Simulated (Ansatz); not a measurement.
# SnS2 (Berndtite-2T): the cost of one run

Computed with Ansatz 0.2.0 through its Python package. Level of theory: DFT PBE+D4, plane waves, PAW.

## 1. The structure

It takes space group P-3m1 (No. 164, trigonal). Conventional cell: a = 3.639 Å, b = 3.639 Å, c = 5.868 Å, α = 90.00°, β = 90.00°, γ = 120.00°. Around Sn (site symmetry -3m) lie 6 S at 2.56 Å. S (site symmetry 3m) is surrounded by 3 Sn at 2.56 Å.

The script holds or builds the structure itself.

## 2. Script

strain.py reads:

```python
'''A biaxial strain scan of SnS2.'''

import warnings

import ansatz as az
import numpy as np

VECTORS = np.array([
    [3.639, 0.0, 0.0],
    [-1.8195, 3.151466, 0.0],
    [0.0, 0.0, 5.868],
])
SITES = [
    ('Sn', [0.0, 0.0, 0.0]),
    ('S', [1 / 3, 2 / 3, 0.25]),
    ('S', [2 / 3, 1 / 3, 0.75]),
]


def on_lattice(cell):
    crystal = az.Crystal(lattice=az.Lattice.of(cell))
    for symbol, position in SITES:
        crystal = crystal.atom(symbol, position)
    return crystal

warnings.simplefilter('ignore', az.DeckWarning)

# clamped ions: the fractional positions stay as typed
values = np.linspace(-0.01, 0.01, 7)
energies = []
for d in values:
    strain = np.diag([d, d, 0])
    cell = VECTORS @ (np.eye(3) + strain)
    base = (
        on_lattice(cell).calculation()
        .functional('PBE', dispersion='D4')
        .scf(tolerance=1e-09)
        .occupations('gaussian', width=0.05)
        .basis(520)
        .kpoints(6, 6, 4)
    )
    rep = base.run().report
    energies.append(rep['free_energy_ev'] / len(SITES))
    print(f'd = {d:+.4f}  F = {energies[-1]:.5f} eV/atom')
energies = np.array(energies)

for value, e in zip(values, energies):
    print(f'strain {value:7.3f}   E - Emin = {1000 * (e - energies.min()):9.3f} meV/atom')
curvature = 2 * np.polyfit(values, energies, 3)[1]
volume = abs(np.linalg.det(VECTORS)) / len(SITES)
print(f'd2E/dd2 over the volume: {curvature / volume * 160.21766:.1f} GPa')
```

## 3. The run

The run is started by

```
> python strain.py
```

Q: Estimate wall time and peak memory on 1 thread of Arm Neoverse V2, shared host.

About 14 s, with a peak of 0.39 GiB.
